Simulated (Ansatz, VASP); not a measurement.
Y: the functional in 2 programs

The structure is hexagonal, space group P6_3/mmc (No. 194). Conventional cell: a = 3.647 Å, b = 3.647 Å, c = 5.731 Å, α = 90.00°, β = 90.00°, γ = 120.00°. Around Y (site symmetry -6m2) lie 12 Y at 3.56 to 3.65 Å.

Kept alike: task band structure; k mesh 8 × 8 × 5; occupations fermi-dirac, width 0.05 eV; no spin polarisation. The mesh is that of the run's cell of 2 atoms. No spin-orbit coupling.

- A: Ansatz, Ansatz PAW, made for PBE, cutoff 420 to 500 eV
- B: VASP; PBE PAW files Y_sv, 520 eV (BLYP, PBE, PBEsol, RPBE, r2SCAN, revPBE); LDA PAW files Y_sv, 520 eV (LDA)

```csv
functional,A: pressure (GPa),B: pressure (GPa)
BLYP,0.88,0.81
LDA,-3.77,-3.87
PBE,-0.12,-0.24
PBEsol,-2.03,-2.14
RPBE,1.40,1.29
r2SCAN,0.70,0.75
revPBE,0.99,0.88
```

Pressure is positive in compression; plane-wave values hold the error of the finite cutoff, which Ansatz corrects. Values on potentials made for another functional: A at BLYP, LDA, PBEsol, RPBE, r2SCAN, revPBE; B at BLYP, PBEsol, RPBE, r2SCAN, revPBE. For a metal such a mesh leaves the last digits unconverged.

Task: How large is the effect of the functional, and do the programs agree on it?

Result: From LDA to RPBE the pressure moves by +5.17 in A, +5.16 in B (GPa). Row by row the programs differ by 0.05 to 0.12, and over this span the shifts, as printed, agree within 1 %. Shifts from LDA: BLYP +4.65, +4.68; PBE +3.65, +3.63; PBEsol +1.74, +1.73; RPBE +5.17, +5.16; r2SCAN +4.47, +4.62; revPBE +4.76, +4.75; the programs' shifts differ by up to 0.15.
